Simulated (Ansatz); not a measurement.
**CuO under changes of volume**

One of the cells (10.029 Å³/atom); the others are scaled copies at fixed shape and fractional positions:

```xyz
4
Lattice="0.1896 -2.1723 -2.0431 -2.0197 0.1063 -1.9598 2.3832 2.2858 -4.3894" Properties=species:S:1:pos:R:3 pbc="T T T"
Cu    0.1715    0.1749   -4.1029
Cu   -1.7484   -1.9559   -4.0297
O     0.4097    0.0276   -6.3425
O     0.1667    0.0172   -2.1166
```

The cell comes from a database or a generator and needn't be the stable form of this composition.

- Program: Ansatz 0.2.0
- Functional: PBE
- Potentials or basis: JTH PAW
- Cutoff: 1380 eV (not typed: the program's choice for these potentials)
- k mesh: 10 × 10 × 5
- Occupations: fermi-dirac, width 0.05 eV
- Spin: no spin polarisation

| volume (Å³/atom) | energy over the lowest point (meV/atom) | pressure (GPa) | largest force (eV/Å) |
| --- | --- | --- | --- |
| 9.427 | ? | ? | ? |
| 9.628 | 1.83 | 3.4 | 1.917 |
| 9.828 | 0.00 | -0.2 | 1.787 |
| 10.029 | 2.43 | -3.4 | 1.666 |
| 10.229 | 8.65 | -6.3 | 1.554 |
| 10.430 | 18.25 | -8.8 | 1.449 |
| 10.631 | 30.83 | -11.1 | 1.353 |

Question: What does the run at 9.427 Å³/atom give?

Answer: Energy over the lowest point 8.46 meV/atom; pressure 7.4 GPa; largest force 2.058 eV/Å.

Worked out: A Birch-Murnaghan fit of order 3 (a polynomial in V^(-2/3)) to the other rows has its minimum at 9.81 Å³/atom with B0 = V·E''(V) = 169 GPa and B' = 5.0 at fixed shape and positions, which overstates the stiffness. It gives 8.53 meV/atom at 9.427 Å³/atom, against the run's 8.46, and -dE/dV = 7.4 GPa, against 7.4.

Energies are extrapolated to zero smearing.

Caveats: the run has no spin polarisation, though such a crystal can be magnetic; forces of over 1 eV/Å show positions far from the minimum, so gaps and moduli don't describe the material at rest.
